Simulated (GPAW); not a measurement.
The system is Al.

```
CELL_PARAMETERS angstrom
2.81246 0.00000 0.00000
-1.40623 2.43566 0.00000
0.00000 0.00000 4.86685
ATOMIC_POSITIONS crystal
Al 0.33333 0.66667 0.25000
Al 0.66667 0.33333 0.75000
```

This isn't the form of Al at room conditions, which is fcc.

* Program: GPAW 26.7.0
* Task: relaxation of cell and atoms
* Functional: PBEsol
* Dispersion: D3(BJ)+ATM
* Potentials or basis: PAW data sets generated in the run's folder for this functional
* Cutoff: 600 eV
* Basis: pw
* k mesh: 11 × 11 × 6
* Occupations: fermi-dirac, width 0.05 eV
* Spin: no spin polarisation

At the start: pressure -4.0 GPa; volume 16.67 Å³/atom.

Question: How do energy, volume and symmetry change on relaxing?

Answer: Over 6 steps the energy falls by 21.9 meV/atom and the volume is 15.79 Å³/atom (-5.3 %); space group P6_3/mmc (No. 194, to 0.05 Å).

Step by step:
```
step  energy change (eV)  largest force (eV/Å)  pressure (GPa)  volume (Å³)
   1              0.0000                0.0000           -3.96        33.34
   2             -0.0089                0.0000           -3.38        33.05
   3             -0.0378                0.0000            1.16        31.19
   4             -0.0396                0.0000            1.09        31.21
   5             -0.0435                0.0000           -0.05        31.59
   6             -0.0438                0.0000           -0.04        31.58
```

Final structure:
```
Al
1.0
     2.80466    0.00000    0.00000
    -1.40233    2.42890    0.00000
     0.00000    0.00000    4.63598
Al
2
Direct
  0.33333 0.66667 0.25000
  0.66667 0.33333 0.75000
```

Caveat: later steps reuse the first step's grids; pairwise dispersion overbinds metals, which lowers pressure and volume.
